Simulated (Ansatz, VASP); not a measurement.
This is a calculation of Sr for Ansatz 0.2.0.

input.yaml

```yaml
crystal:
  lattice:
    - [0.0, 3.1020190703, 3.1020190703]
    - [3.1020190703, 0.0, 3.1020190703]
    - [3.1020190703, 3.1020190703, 0.0]
  atoms:
    - { symbol: Sr, position: [0.0, 0.0, 0.0] }
hamiltonian:
  xc: r2scan
  pseudopotentials: { kind: paw }
kpoints:
  mp_grid: { grid: [6, 6, 6] }
scf:
  occupations: { method: fermi_dirac, width: 0.05 }
output:
  forces: true
  stress: true
  eigenvalues: true
```

Potentials or basis: Ansatz PAW.

Launch:

```bash
$ ansatz run input.yaml --threads 1 --pin off --max-ram 3584MiB --backend cpu --events-out ev --progress --plain --runs-dir out
```

Problem. Translate it to VASP 6.6.1. Potentials there: VASP PAW PBE potentials, release 64 (Sr_sv).

Solution. As run (the cutoff follows the program's own potentials):

Contents of POSCAR:

```
Sr
1.0
    0.0000000000      3.1020190703      3.1020190703
    3.1020190703      0.0000000000      3.1020190703
    3.1020190703      3.1020190703      0.0000000000
Sr
1
Direct
    0.0000000000      0.0000000000      0.0000000000
```

The input INCAR.step1:

```
ALGO = Normal ; EDIFF = 1E-4
ENCUT = 520 ; GGA = PE
ISMEAR = -1 ; LASPH = True
LCHARG = False ; LREAL = False
LWAVE = True ; NBANDS = 11
NELM = 100 ; PREC = Accurate
SIGMA = 0.05
```

The input INCAR.step2:

```
ALGO = Normal ; EDIFF = 1E-6
ENCUT = 520 ; ISIF = 2
ISMEAR = -1 ; ISTART = 1
LASPH = True ; LCHARG = False
LMIXTAU = True ; LREAL = False
LWAVE = False ; METAGGA = R2SCAN
NBANDS = 11 ; NELM = 100
PREC = Accurate ; SIGMA = 0.05
```

The input KPOINTS:

```
k-points
0
Gamma
  6 6 6
```

Potentials or basis: VASP PAW PBE potentials, release 64 (Sr_sv).

Launch:

```console
$ cat potpaw_PBE.64/Sr_sv/POTCAR > POTCAR
$ cp INCAR.step1 INCAR
$ mpirun -np 1 vasp_std > vasp.out
$ cp INCAR.step2 INCAR
$ mpirun -np 1 vasp_std > vasp.out
```

Both were run:

|  | VASP | Ansatz | Ansatz less VASP |
| --- | --- | --- | --- |
| gap on the k mesh at the Fermi level (eV) | none | none | - |
| pressure (GPa) | -0.5 | -0.6 | -0.05 |

A gap of «none» marks a metal or a gap that the smearing closes.

Caveats: the PAW data sets were made with another functional, which shifts forces and pressure a little (VASP); the PAW data sets come from PBE, with cores solved anew for the run's functional, which leaves a small shift of forces and pressure (Ansatz).
